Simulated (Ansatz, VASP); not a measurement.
## Al in VASP and in Ansatz

```
CELL_PARAMETERS angstrom
2.86335 0.00000 0.00000
-1.43167 2.47973 0.00000
0.00000 0.00000 4.67585
ATOMIC_POSITIONS crystal
Al 0.33333 0.66667 0.25000
Al 0.66667 0.33333 0.75000
```

This isn't the form of Al at room conditions, which is fcc.

Alike in both runs: task relaxation of cell and atoms; functional LDA; k mesh 18 × 18 × 10; occupations gaussian, width 0.1 eV; no spin polarisation.

|  | VASP | Ansatz |
| --- | --- | --- |
| version | VASP 6.6.1 | Ansatz 0.2.0 |
| potentials or method | VASP PAW LDA potentials, release 64 (Al) | scalar-relativistic, plane waves, PAW |
| plane-wave cutoff (eV) | 600 | 420 |
| valence electrons in the cell | 6 | 6 |

VASP gave:

| Item | Value |
| --- | --- |
| gap on the k mesh at the Fermi level, each at its own relaxed structure (eV) | none |
| relaxed volume (Å³/atom) | 15.95 |
| relaxed cell length with the largest relative difference (Å) | 2.829 |
| energy change over the relaxation (meV/atom) | -6 |

Estimate Ansatz's values.

gap on the k mesh at the Fermi level, each at its own relaxed structure (eV): none; relaxed volume (Å³/atom): 15.94; relaxed cell length with the largest relative difference (Å): 2.828; energy change over the relaxation (meV/atom): -6.

A gap of «none» marks a metal or a gap that the smearing closes.
